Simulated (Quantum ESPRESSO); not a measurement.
A run of Quantum ESPRESSO 7.5:

Contents of pw.in:

```
&CONTROL
  calculation = 'scf'
  prefix = 'pwscf'
  outdir = './tmp'
  pseudo_dir = './pseudo'
  tprnfor = .true.
  tstress = .true.
  disk_io = 'low'
/
&SYSTEM
  ibrav = 0
  celldm(1) = 8
  nat = 3
  ntyp = 2
  ecutwfc = 80
  nbnd = 40
  occupations = 'smearing'
  smearing = 'fd'
  degauss = 0.00367493
  noncolin = .true.
  lspinorb = .true.
/
&ELECTRONS
  conv_thr = 6d-10
  electron_maxstep = 120
  mixing_beta = 0.5
/
ATOMIC_SPECIES
Mo    95.9500 Mo.upf
S     32.0600 S.upf
CELL_PARAMETERS alat
  0.7623780122949   0.0000000000000   0.0000000000000
 -0.3811890061475   0.6602387259200   0.0000000000000
  0.0000000000000   0.0000000000000   1.4911057415975
ATOMIC_POSITIONS crystal
Mo     0.0000000000    0.0000000000    0.5000000000
S      0.6666666667    0.3333333333    0.7446806800
S      0.3333333333    0.6666666667    0.2553193200
K_POINTS automatic
9 9 4 0 0 0
```

bands.in

```
&CONTROL
  calculation = 'bands'
  prefix = 'pwscf'
  outdir = './tmp'
  pseudo_dir = './pseudo'
  disk_io = 'low'
  verbosity = 'high'
/
&SYSTEM
  ibrav = 0
  celldm(1) = 8
  nat = 3
  ntyp = 2
  ecutwfc = 80
  nbnd = 40
  occupations = 'smearing'
  smearing = 'fd'
  degauss = 0.00367493
  noncolin = .true.
  lspinorb = .true.
/
&ELECTRONS
  conv_thr = 1d-08
  electron_maxstep = 120
  mixing_beta = 0.5
  diago_full_acc = .true.
  startingwfc = 'random'
/
ATOMIC_SPECIES
Mo    95.9500 Mo.upf
S     32.0600 S.upf
CELL_PARAMETERS alat
  0.7623780122949   0.0000000000000   0.0000000000000
 -0.3811890061475   0.6602387259200   0.0000000000000
  0.0000000000000   0.0000000000000   1.4911057415975
ATOMIC_POSITIONS crystal
Mo     0.0000000000    0.0000000000    0.5000000000
S      0.6666666667    0.3333333333    0.7446806800
S      0.3333333333    0.6666666667    0.2553193200
K_POINTS crystal
60
 0.0000000000  0.0000000000  0.0000000000 1
 0.0625000000  0.0000000000  0.0000000000 1
 0.1250000000  0.0000000000  0.0000000000 1
 0.1875000000  0.0000000000  0.0000000000 1
 0.2500000000  0.0000000000  0.0000000000 1
 0.3125000000  0.0000000000  0.0000000000 1
 0.3750000000  0.0000000000  0.0000000000 1
 0.4375000000  0.0000000000  0.0000000000 1
 0.5000000000  0.0000000000  0.0000000000 1
 0.4583333333  0.0833333333  0.0000000000 1
 0.4166666667  0.1666666667  0.0000000000 1
 0.3750000000  0.2500000000  0.0000000000 1
 0.3333333333  0.3333333333  0.0000000000 1
 0.3000000000  0.3000000000  0.0000000000 1
 0.2666666667  0.2666666667  0.0000000000 1
 0.2333333333  0.2333333333  0.0000000000 1
 0.2000000000  0.2000000000  0.0000000000 1
 0.1666666667  0.1666666667  0.0000000000 1
 0.1333333333  0.1333333333  0.0000000000 1
 0.1000000000  0.1000000000  0.0000000000 1
 0.0666666667  0.0666666667  0.0000000000 1
 0.0333333333  0.0333333333  0.0000000000 1
 0.0000000000  0.0000000000  0.0000000000 1
 0.0000000000  0.0000000000  0.1666666667 1
 0.0000000000  0.0000000000  0.3333333333 1
 0.0000000000  0.0000000000  0.5000000000 1
 0.0555555556  0.0000000000  0.5000000000 1
 0.1111111111  0.0000000000  0.5000000000 1
 0.1666666667  0.0000000000  0.5000000000 1
 0.2222222222  0.0000000000  0.5000000000 1
 0.2777777778  0.0000000000  0.5000000000 1
 0.3333333333  0.0000000000  0.5000000000 1
 0.3888888889  0.0000000000  0.5000000000 1
 0.4444444444  0.0000000000  0.5000000000 1
 0.5000000000  0.0000000000  0.5000000000 1
 0.4666666667  0.0666666667  0.5000000000 1
 0.4333333333  0.1333333333  0.5000000000 1
 0.4000000000  0.2000000000  0.5000000000 1
 0.3666666667  0.2666666667  0.5000000000 1
 0.3333333333  0.3333333333  0.5000000000 1
 0.3030303030  0.3030303030  0.5000000000 1
 0.2727272727  0.2727272727  0.5000000000 1
 0.2424242424  0.2424242424  0.5000000000 1
 0.2121212121  0.2121212121  0.5000000000 1
 0.1818181818  0.1818181818  0.5000000000 1
 0.1515151515  0.1515151515  0.5000000000 1
 0.1212121212  0.1212121212  0.5000000000 1
 0.0909090909  0.0909090909  0.5000000000 1
 0.0606060606  0.0606060606  0.5000000000 1
 0.0303030303  0.0303030303  0.5000000000 1
 0.0000000000  0.0000000000  0.5000000000 1
 0.5000000000  0.0000000000  0.5000000000 1
 0.5000000000  0.0000000000  0.3333333333 1
 0.5000000000  0.0000000000  0.1666666667 1
 0.5000000000  0.0000000000  0.0000000000 1
 0.3333333333  0.3333333333  0.0000000000 1
 0.3333333333  0.3333333333  0.1250000000 1
 0.3333333333  0.3333333333  0.2500000000 1
 0.3333333333  0.3333333333  0.3750000000 1
 0.3333333333  0.3333333333  0.5000000000 1
```

Potentials or basis: PseudoDojo 0.4 FR PBE standard.

The run is started by

```console
$ OMP_NUM_THREADS=1 pw.x -in pw.in > pw.out
$ OMP_NUM_THREADS=1 pw.x -in bands.in > bands.out
```

Hardware: 1 thread of Arm Neoverse V2, on a shared host.

Task: How long does it take, and how much memory?

Result: Wall time 11 min on 1 thread of Arm Neoverse V2, on a shared host, peak memory 0.41 GiB. Counts: scf iterations 10, k pools 1, bands 40, k points 43, g dense 37189.
